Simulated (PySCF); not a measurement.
## Exact simulation of a proton spin system

Molecule: `OCc1ccccc1`, C7H8O.

Geometry:
```csv
atom,x (Å),y (Å),z (Å)
O1,-2.589,-1.111,-0.586
C2,-2.041,-0.177,0.300
C3,-0.549,-0.002,0.155
C4,0.242,-1.065,-0.294
C5,1.623,-0.922,-0.409
C6,2.233,0.286,-0.073
C7,1.452,1.351,0.374
C8,0.070,1.208,0.483
H9,-2.350,-0.840,-1.480
H10,-2.533,0.813,0.223
H11,-2.266,-0.553,1.314
H12,-0.245,-2.008,-0.555
H13,2.228,-1.761,-0.762
H14,3.316,0.399,-0.165
H15,1.921,2.304,0.632
H16,-0.539,2.051,0.823
```

- shielding tensors at PBE/pcSseg-1 (GIAO)
- J: B3LYP/pcJ-1 (without the spin–dipole term)
- geometry from PBE0-D3(BJ)/def2-SVP
- run in PySCF 2.14
- one conformer, no relativistic terms, no solvent, equivalent nuclei averaged

References, each an isolated molecule treated in the same way: TMS for 1H (31.20 ppm).

Shifts (ppm): H10/H11 4.86, H12/H16 7.43, H13/H15 7.36, H14 7.26.
Couplings (Hz): H10–H11: -16.9; H10–H12, H10–H16, H11–H12, H11–H16: -1.1; H10–H13, H10–H15, H11–H13, H11–H15: 0.4; H10–H14, H11–H14: -1.0; H12–H13, H15–H16: 8.6; H12–H14, H14–H16: 1.0; H12–H15, H13–H16: 0.6; H12–H16: 1.6; H13–H14, H14–H15: 8.2; H13–H15: 1.0.

The 7-spin Hamiltonian (Zeeman plus full scalar coupling among like nuclei) was diagonalised exactly; lines are Lorentzian, 0.5 Hz wide, and the maxima above 3 % are listed with the tallest set to 100.

Q: Give the 1H peak list of this spin system at 80 MHz.

A: 
δ in ppm (height): 7.497 (4), 7.489 (7), 7.483 (8), 7.469 (10), 7.460 (17), 7.451 (17), 7.423 (30), 7.407 (45), 7.396 (54), 7.389 (62), 7.387 (62), 7.381 (52), 7.369 (71), 7.357 (88), 7.335 (16), 7.327 (26), 7.304 (18), 7.285 (21), 7.267 (10), 7.261 (12), 7.248 (7), 7.240 (6), 7.232 (5), 7.226 (6), 7.212 (5), 4.859 (100)

Q: And at 500 MHz?

A: 
Hz from δ = 0 (height): 3721.8 (14), 3720.7 (36), 3719.6 (39), 3718.9 (23), 3717.8 (15), 3716.7 (5), 3712.5 (38), 3711.5 (63), 3710.4 (54), 3709.3 (23), 3708.2 (5), 3688.2 (36), 3686.5 (11), 3680.1 (59), 3678.7 (29), 3672.8 (14), 3672.4 (15), 3671.4 (30), 3639.5 (5), 3638.5 (16), 3637.4 (23), 3636.3 (16), 3635.2 (5), 3632.1 (4), 3631.0 (10), 3629.9 (19), 3629.3 (23), 3628.5 (16), 3627.6 (8), 3626.6 (4), 3622.3 (9), 3621.2 (12), 3620.2 (8), 2431.6 (41), 2430.5 (100), 2429.5 (100), 2428.5 (41)

Q: Among coupled protons with different shifts, which pair is furthest from first order, and how does the field change that?

A: H12 and H13: Δν/J is about 0.7 at 80 MHz (strongly coupled) and 4.1 at 500 MHz (intermediate, with clear roofing). J in Hz doesn't depend on the field, while Δν in Hz grows in proportion to it. The system also holds chemically equivalent protons that couple differently to a partner (AA′BB′ or AA′XX′ type), and that part stays second order at any field.

OH and NH positions are those of a molecule without intermolecular hydrogen bonds; in solution they move with solvent, concentration and temperature, and exchange usually removes their couplings. Unscaled 3J(H,H) at this level run about 10 % above measured values.
